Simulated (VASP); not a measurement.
# BaZrO3 (Pm-3m) in VASP: further runs

The runs below take BaZrO3 through phonons, dielectric tensor, with PBE.

All numbers are computed with VASP 6.6.1; they aren't measurements. Logs are shortened: lines on timing, memory, paths and dates and some standing lists are left out, and cuts for length are marked.

### 1 The structure

The structure is cubic, space group Pm-3m (No. 221). The conventional cell has a = 4.235 Å, b = 4.235 Å, c = 4.235 Å, α = 90.00°, β = 90.00°, γ = 90.00°. Ba (site symmetry m-3m) is surrounded by 12 O at 2.99 Å. Zr (site symmetry m-3m) has 6 O at 2.12 Å as nearest neighbours. O (site symmetry 4/mmm) is surrounded by 2 Zr at 2.12 Å.

### 2 Phonons, PBE

Input file POSCAR:

```
BaZrO3
1.0
    4.2345378099     -0.0000000000     -0.0000000000
    0.0000000000      4.2345378099     -0.0000000000
   -0.0000000000      0.0000000000      4.2345378099
  Ba              Zr              O
     1     1     3
Direct
     0.0000000000000000    0.0000000000000000    0.0000000000000000
     0.5000000000000000    0.5000000000000000    0.5000000000000000
     0.0000000000000000    0.5000000000000000    0.5000000000000000
     0.5000000000000000    0.0000000000000000    0.5000000000000000
     0.5000000000000000    0.5000000000000000    0.0000000000000000
```

Input file INCAR.step1:

```
SYSTEM = BaZrO3
PREC = Accurate
ENCUT = 600
EDIFF = 1E-8
ISMEAR = 0
SIGMA = 0.03
LREAL = .FALSE.
LASPH = .TRUE.
NELM = 80
ALGO = Normal
ISIF = 3
LWAVE = .FALSE.
LCHARG = .FALSE.
GGA = PE
KPAR = 2
IBRION = 2
NSW = 40
EDIFFG = -0.002
```

Input file INCAR.step2:

```
SYSTEM = BaZrO3
PREC = Accurate
ENCUT = 600
EDIFF = 1E-8
ISMEAR = 0
SIGMA = 0.03
LREAL = .FALSE.
LASPH = .TRUE.
NELM = 80
ALGO = Normal
ISIF = 2
LWAVE = .FALSE.
LCHARG = .FALSE.
GGA = PE
KPAR = 2
IBRION = 6
NFREE = 2
POTIM = 0.015
NSW = 1
```

Input file KPOINTS:

```
regular mesh
0
G
  6 6 6
  0 0 0
```

Potentials or basis: VASP PAW PBE potentials, release 64 (Ba_sv, Zr_sv, O).

Command:

```
cat potpaw_PBE.64/Ba_sv/POTCAR potpaw_PBE.64/Zr_sv/POTCAR potpaw_PBE.64/O/POTCAR > POTCAR
cp INCAR.step1 INCAR
mpirun -np 2 vasp_std > vasp.out
cp CONTCAR POSCAR
cp INCAR.step2 INCAR
mpirun -np 2 vasp_std > vasp.out
```

OUTCAR:

```text
SYSTEM = BaZrO3
   PREC = Accurate
   ENCUT = 600
   EDIFF = 1E-8
   ISMEAR = 0
   LREAL = .FALSE.
   LASPH = .TRUE.
   NELM = 80
   ISIF = 2
   GGA = PE
   IBRION = 6
   NFREE = 2
   POTIM = 0.015
   NSW = 1

 ion  position               nearest neighbor table
   1  0.000  0.000  0.000-   3 2.99   4 2.99   5 2.99   3 2.99   4 2.99   3 2.99   5 2.99   3 2.99
                             4 2.99   5 2.99   4 2.99   5 2.99   2 3.67   2 3.67   2 3.67   2 3.67
   2  0.500  0.500  0.500-   3 2.12   4 2.12   5 2.12   5 2.12   4 2.12   3 2.12   1 3.67   1 3.67
                             1 3.67   1 3.67   1 3.67   1 3.67   1 3.67   1 3.67
   3  0.000  0.500  0.500-   2 2.12   2 2.12   1 2.99   1 2.99   1 2.99   1 2.99
   4  0.500  0.000  0.500-   2 2.12   2 2.12   1 2.99   1 2.99   1 2.99   1 2.99
   5  0.500  0.500  0.000-   2 2.12   2 2.12   1 2.99   1 2.99   1 2.99   1 2.99

  LATTYP: Found a simple cubic cell.
 ALAT       =     4.2345378099

  Lattice vectors:

 A1 = (   4.2345378099,   0.0000000000,   0.0000000000)
 A2 = (   0.0000000000,   4.2345378099,   0.0000000000)
 A3 = (   0.0000000000,   0.0000000000,   4.2345378099)

Analysis of symmetry for initial positions (statically):
=====================================================================
 Subroutine PRICEL returns:
 Original cell was already a primitive cell.

 Routine SETGRP: Setting up the symmetry group for a
 simple cubic supercell.

 Subroutine GETGRP returns: Found 48 space group operations
 (whereof 48 operations were pure point group operations)
 out of a pool of 48 trial point group operations.

The static configuration has the point symmetry O_h .

Analysis of symmetry for dynamics (positions and initial velocities):
=====================================================================
 Subroutine PRICEL returns:
 Original cell was already a primitive cell.

 Routine SETGRP: Setting up the symmetry group for a
 simple cubic supercell.

 Subroutine GETGRP returns: Found 48 space group operations
 (whereof 48 operations were pure point group operations)
 out of a pool of 48 trial point group operations.

[... 162 lines left out ...]
  external PRESSURE =       0.0200627 kB  Pullay stress =       0.0000000 kB
[... 299 lines left out ...]
--------------------------------------- Ionic step        9  -------------------------------------------

 number of electron      40.0000020 magnetization

 Free energy of the ion-electron system (eV)
  ---------------------------------------------------
  ext. energy  EPLUGINS =         0.00000000
  ---------------------------------------------------
  free energy    TOTEN  =       -41.73237917 eV

  energy without entropy =      -41.73237917  energy(sigma->0) =      -41.73237917

 E-fermi :   3.8279     XC(G=0): -10.6164

 val. band max:        3.5710764480   @ k =   0.5000   0.5000   0.5000
 cond. band min:       6.6926816865   @ k =   0.0000   0.0000   0.0000
 fundamental gap:      3.1216052385
 Fermi energy:         3.8278732731

 k-point     1 :       0.0000    0.0000    0.0000
  band No.  band energies     occupation
      1     -43.6402      2.00000
      2     -21.8389      2.00000
      3     -21.7609      2.00000
      4     -21.7608      2.00000
      5     -21.7608      2.00000
      6     -12.7464      2.00000
[... 637 lines left out ...]
     23       8.4266      0.00000
     24       9.4363      0.00000

 [... further k-points ...]

------------------------ aborting loop because EDIFF is reached ----------------------------------------

  FORCE on cell =-STRESS in cart. coord.  units (eV):
  Direction    XX          YY          ZZ          XY          YZ          ZX
  --------------------------------------------------------------------------------------
  -------------------------------------------------------------------------------------
  Total       -0.0012151      0.0016298      0.0011592      0.0000000      0.0000000      0.0000000
  in kB       -0.0256393      0.0343901      0.0244602      0.0000000      0.0000000      0.0000000
  external PRESSURE =       0.0110704 kB  Pullay stress =       0.0000000 kB
[... 20 lines left out ...]
  FREE ENERGIE OF THE ION-ELECTRON SYSTEM (eV)
  ---------------------------------------------------
  free  energy   TOTEN  =       -41.7323791690 eV

  energy  without entropy=      -41.7323791690  energy(sigma->0) =      -41.73237917

 INTERNAL STRAIN TENSORS FROM DISPLACED ATOMS
 ============================================

 INTERNAL STRAIN TENSOR FOR ION    1 for displacements in x,y,z  (eV/Angst):
          X           Y           Z          XY          YZ          ZX
  --------------------------------------------------------------------------------
  x     0.00000     0.00000     0.00000     0.00000     0.00000     0.00000
  y     0.00000     0.00000     0.00000     0.00000     0.00000     0.00000
  z     0.00000     0.00000     0.00000     0.00000     0.00000     0.00000

 INTERNAL STRAIN TENSOR FOR ION    5 for displacements in x,y,z  (eV/Angst):
          X           Y           Z          XY          YZ          ZX
  --------------------------------------------------------------------------------
  x     0.00000     0.00000     0.00000     0.00000     0.00000     0.00000
  y     0.00000     0.00000     0.00000     0.00000     0.00000     0.00000
  z     0.00000     0.00000     0.00000     0.00000     0.00000     0.00000

 Eigenvectors and eigenvalues of the dynamical matrix
 ----------------------------------------------------

   1 f  =   14.097715 THz    88.578556 2PiTHz  470.249157 cm-1    58.303439 meV
             X         Y         Z           dx          dy          dz
      0.000000  0.000000  0.000000     0.032960    0.001471   -0.000000
      2.117269  2.117269  2.117269     0.075238    0.003359   -0.000000
      0.000000  2.117269  2.117269    -0.894442    0.013804   -0.000000
      2.117269  0.000000  2.117269     0.309223   -0.039929    0.000000
      2.117269  2.117269  0.000000     0.309223    0.013804   -0.000000
[... 105 lines left out ...]
  15 f/i=    0.009107 THz     0.057220 2PiTHz    0.303773 cm-1     0.037663 meV
             X         Y         Z           dx          dy          dz
      0.000000  0.000000  0.000000     0.453603    0.527940    0.120584
      2.117269  2.117269  2.117269     0.368468    0.428853    0.097952
      0.000000  2.117269  2.117269     0.153849    0.178663    0.040808
      2.117269  0.000000  2.117269     0.153506    0.179062    0.040808
      2.117269  2.117269  0.000000     0.153506    0.178663    0.040899

 ELASTIC MODULI CONTR FROM IONIC RELAXATION (kBar)
 Direction    XX          YY          ZZ          XY          YZ          ZX
 --------------------------------------------------------------------------------
 XX           0.0000      0.0000      0.0000      0.0000      0.0000      0.0000
 YY           0.0000      0.0000      0.0000      0.0000      0.0000      0.0000
 ZZ           0.0000      0.0000      0.0000      0.0000      0.0000      0.0000
 XY           0.0000      0.0000      0.0000      0.0000      0.0000      0.0000
 YZ           0.0000      0.0000      0.0000      0.0000      0.0000      0.0000
 ZX           0.0000      0.0000      0.0000      0.0000      0.0000      0.0000
 --------------------------------------------------------------------------------
```

OUTCAR.step1:

```text
SYSTEM = BaZrO3
   PREC = Accurate
   ENCUT = 600
   EDIFF = 1E-8
   ISMEAR = 0
   LREAL = .FALSE.
   LASPH = .TRUE.
   NELM = 80
[... 773 lines left out ...]
      2.11727      0.00000      2.11727         0.000000      0.000000      0.000000
      2.11727      2.11727      0.00000         0.000000      0.000000      0.000000
 -----------------------------------------------------------------------------------
    total drift:                                0.000000      0.000000      0.000000

  FREE ENERGIE OF THE ION-ELECTRON SYSTEM (eV)
  ---------------------------------------------------
  free  energy   TOTEN  =       -41.7326957826 eV

  energy  without entropy=      -41.7326957826  energy(sigma->0) =      -41.73269578

 reached required accuracy - stopping structural energy minimisation
```

OSZICAR.step1:

```text
N       E                     dE             d eps       ncg     rms          rms(c)
DAV:   1     0.356354194947E+03    0.35635E+03   -0.23835E+04   960   0.181E+03
DAV:   2    -0.270773692063E+02   -0.38343E+03   -0.37648E+03  1232   0.414E+02
DAV:   3    -0.488465595012E+02   -0.21769E+02   -0.21748E+02  1616   0.988E+01
DAV:   4    -0.493752790428E+02   -0.52872E+00   -0.52857E+00  1360   0.123E+01
DAV:   5    -0.493906973646E+02   -0.15418E-01   -0.15418E-01  1440   0.142E+00    0.272E+01
DAV:   6    -0.417856643478E+02    0.76050E+01   -0.48470E+01  1216   0.443E+01    0.123E+01
DAV:   7    -0.417490744828E+02    0.36590E-01   -0.36805E+00  1392   0.111E+01    0.714E+00
DAV:   8    -0.417319670304E+02    0.17107E-01   -0.37672E-01  1256   0.487E+00    0.692E-01
DAV:   9    -0.417311408709E+02    0.82616E-03   -0.61826E-02  1360   0.146E+00    0.486E-01
DAV:  10    -0.417330683905E+02   -0.19275E-02   -0.17439E-02  1312   0.118E+00    0.256E-01
DAV:  11    -0.417326355823E+02    0.43281E-03   -0.24113E-03  1224   0.432E-01    0.384E-02
DAV:  12    -0.417326949347E+02   -0.59352E-04   -0.18515E-04  1240   0.108E-01    0.401E-02
DAV:  13    -0.417326951148E+02   -0.18004E-06   -0.31734E-05  1488   0.419E-02    0.675E-03
DAV:  14    -0.417326957182E+02   -0.60344E-06   -0.32386E-06  1288   0.157E-02    0.376E-03
DAV:  15    -0.417326957353E+02   -0.17073E-07   -0.49482E-07  1376   0.523E-03    0.999E-04
DAV:  16    -0.417326957612E+02   -0.25909E-07   -0.43776E-08  1152   0.166E-03    0.327E-04
DAV:  17    -0.417326957829E+02   -0.21664E-07   -0.85847E-09   880   0.645E-04    0.118E-04
DAV:  18    -0.417326957826E+02    0.23329E-09   -0.14878E-09   784   0.311E-04
   1 F= -.41732696E+02 E0= -.41732696E+02  d E =-.417327E+02
```

Wall time 3.4 min (2 MPI ranks of AMD EPYC 9R45 (Zen 5), shared host); peak memory 0.35 GiB.

What came out:

```yaml
Highest_phonon_frequency_at_Γ_LO-TO_splitting_left_out: 470 cm⁻¹
```

Phonon frequencies in cm⁻¹ (negative: imaginary):
| q point | frequencies |
| --- | --- |
| (0.000, 0.000, 0.000) | 0 0 0 99 99 99 183 183 183 196 196 196 470 470 470 |

Spin-orbit coupling is left out, which matters for the levels of Ba.

[end of part 1 of 2]
